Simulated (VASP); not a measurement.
Output of a VASP run:

File OSZICAR:
```
       N       E                     dE             d eps       ncg     rms          rms(c)
DAV:   1     0.828567849406E+02    0.82857E+02   -0.62670E+03   480   0.112E+03
DAV:   2    -0.144900846169E+02   -0.97347E+02   -0.91857E+02   784   0.213E+02
DAV:   3    -0.221805074421E+02   -0.76904E+01   -0.76713E+01   616   0.629E+01
DAV:   4    -0.223003285814E+02   -0.11982E+00   -0.11975E+00   596   0.101E+01
DAV:   5    -0.223023577458E+02   -0.20292E-02   -0.20289E-02   608   0.135E+00    0.162E+00
DAV:   6    -0.215937058982E+02    0.70865E+00   -0.14137E+00   492   0.181E+01    0.951E-01
DAV:   7    -0.212144929855E+02    0.37921E+00   -0.40409E-01   552   0.515E+00    0.556E-01
DAV:   8    -0.212892759676E+02   -0.74783E-01   -0.76829E-02   524   0.254E+00    0.399E-01
DAV:   9    -0.212682365590E+02    0.21039E-01   -0.40309E-02   488   0.231E+00    0.211E-01
DAV:  10    -0.213035373622E+02   -0.35301E-01   -0.40929E-02   512   0.214E+00    0.757E-02
DAV:  11    -0.213104627695E+02   -0.69254E-02   -0.76080E-03   524   0.891E-01    0.569E-02
DAV:  12    -0.213107074849E+02   -0.24472E-03   -0.18316E-04   584   0.118E-01    0.390E-02
DAV:  13    -0.213120013519E+02   -0.12939E-02   -0.12917E-03   524   0.390E-01    0.216E-02
DAV:  14    -0.213120484210E+02   -0.47069E-04   -0.79246E-05   560   0.854E-02    0.109E-02
DAV:  15    -0.213120537526E+02   -0.53316E-05   -0.25358E-05   524   0.544E-02    0.697E-03
DAV:  16    -0.213120603376E+02   -0.65850E-05   -0.37773E-06   584   0.176E-02    0.344E-03
DAV:  17    -0.213120627888E+02   -0.24513E-05   -0.23571E-06   520   0.160E-02    0.296E-03
DAV:  18    -0.213120629948E+02   -0.20598E-06   -0.56800E-07   544   0.831E-03    0.112E-03
DAV:  19    -0.213120630906E+02   -0.95748E-07   -0.27867E-07   492   0.469E-03
   1 F= -.21312063E+02 E0= -.21312063E+02  d E =-.518536E-11
```

File OUTCAR:
```
------------------------ aborting loop because EDIFF is reached ----------------------------------------
  FORCE on cell =-STRESS in cart. coord.  units (eV):
  Direction    XX          YY          ZZ          XY          YZ          ZX
  --------------------------------------------------------------------------------------
  Total        0.1843440      0.1843440      0.1843440      0.0000000     -0.0000000      0.0000000
  in kB        3.0081193      3.0081193      3.0081193      0.0000000     -0.0000000      0.0000000
  external PRESSURE =       3.0081193 kB  Pullay stress =       0.0000000 kB
  volume of cell :       98.18
      direct lattice vectors                 reciprocal lattice vectors
     4.613333131  0.000000000  0.000000000     0.216763015  0.000000000  0.000000000
     0.000000000  4.613333131  0.000000000     0.000000000  0.216763015  0.000000000
     0.000000000  0.000000000  4.613333131     0.000000000  0.000000000  0.216763015
 POSITION                                       TOTAL-FORCE (eV/Angst)
 -----------------------------------------------------------------------------------
      0.00000      0.00000      0.00000         0.000000      0.000000      0.000000
      2.30667      2.30667      2.30667         0.000000      0.000000      0.000000
 -----------------------------------------------------------------------------------
    total drift:                                0.000000      0.000000      0.000000
  FREE ENERGIE OF THE ION-ELECTRON SYSTEM (eV)
  ---------------------------------------------------
  free  energy   TOTEN  =       -21.3120630906 eV

  energy  without entropy=      -21.3120630906  energy(sigma->0) =      -21.31206309
```
(Selected blocks of OUTCAR.)

File POSCAR:
```
CsI
1
    4.6133331310     0.0000000000     0.0000000000
    0.0000000000     4.6133331310     0.0000000000
    0.0000000000     0.0000000000     4.6133331310
Cs I
1 1
Direct
  0.0000000000   0.0000000000   0.0000000000
  0.5000000000   0.5000000000   0.5000000000
```

Question: Reconstruct the remaining input files.

Answer: Several could match; the one computed here: the input of the run itself, TPSS meta-GGA, plane waves, VASP's PBE PAW potentials (set 64).

### INCAR
```
SYSTEM = CsI
PREC = Accurate; ENCUT = 520; LREAL = .False.
LASPH = .True.
EDIFF = 1E-7; NELM = 100; ALGO = Normal
LMAXMIX = 4; LMIXTAU = .True.
ISMEAR = 0; SIGMA = 0.05
METAGGA = TPSS
ISIF = 2
LWAVE = .False.; LCHARG = .False.
```

File KPOINTS:
```
Automatic mesh
0
Gamma
6 6 6
0 0 0
```

POTCAR, in this order: Cs_sv I (PBE.64 set). Program: vasp_std.

The compound is CsI in the CsCl type structure. This cell is one point of a volume scan, at 0.97 of the reference volume.
